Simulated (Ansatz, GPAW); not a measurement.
## Li: programs and potentials compared

```xyz
1
Lattice="-1.7547 1.7547 1.7547 1.7547 -1.7547 1.7547 1.7547 1.7547 -1.7547" Properties=species:S:1:pos:R:3 pbc="T T T"
Li    0.0000    0.0000    0.0000
```

Alike in all runs: task band structure; functional revPBE; k mesh 11 × 11 × 11; occupations fermi-dirac, width 0.05 eV; no spin polarisation; no spin-orbit coupling. Pressure is positive in compression and, in plane waves, holds the error of the finite cutoff, which Ansatz's Pulay term estimates and takes out.

```csv
program and potentials,plane-wave cutoff (eV),notes,pressure (GPa)
"Ansatz, Ansatz PAW",420,"potentials made for PBE, which Ansatz adapts in part; 3 valence electrons an atom on average",-0.29
"GPAW, the program's PAW data sets (release 1.2.1) made for this functional",800,1 valence electrons an atom on average,-0.26
"Ansatz, all-electron LAPW, scalar-relativistic",-,-,-0.28
```

The pressure spans -0.29 (Ansatz, Ansatz PAW) to -0.26 GPa (GPAW, the program's PAW data sets (release 1.2.1) made for this functional), with all-electron results at -0.28. Some sets were made for another functional than the one run, which can shift their rows.

Differences between rows come from potentials, basis sets and numerical settings, since the functional is the same but for its coding. Runs on potential files found faulty are left out.
